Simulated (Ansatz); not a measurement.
**TaN: equation of state with LDA**

The system is TaN.

```
Ta N
1.0
     0.00000    2.21132    2.21132
     2.21132    0.00000    2.21132
     2.21132    2.21132    0.00000
Ta N
1 1
Cartesian
  2.2113 2.2113 2.2113
  0.0000 0.0000 0.0000
```

The cell comes from a database or a generator and needn't be the stable form of this composition.

* Program: Ansatz 0.2.0
* Task: equation of state
* Functional: LDA
* Potentials or basis: Ansatz PAW
* Cutoff: 420 eV
* Density cutoff: 1680 eV
* k mesh: 10 × 10 × 10
* Occupations: fermi-dirac, width 0.05 eV
* Spin: no spin polarisation

```yaml
Equilibrium_volume: 10.27 Å³/atom
Bulk_modulus: 377 GPa
Pressure_derivative_of_the_bulk_modulus: 4.5
```

Energy against volume, from the lowest point:
```
volume (Å³/atom)  energy (meV/atom)
          10.164               0.12
          10.381               0.00
          10.597               9.97
          10.813              28.94
          11.030              56.04
          11.246              90.26
          11.462             130.87
```

All runs of the series together: 6.9 s on 2 threads of Arm Neoverse V1 (shared host).

Spin-orbit coupling is left out, which matters for the levels of Ta.
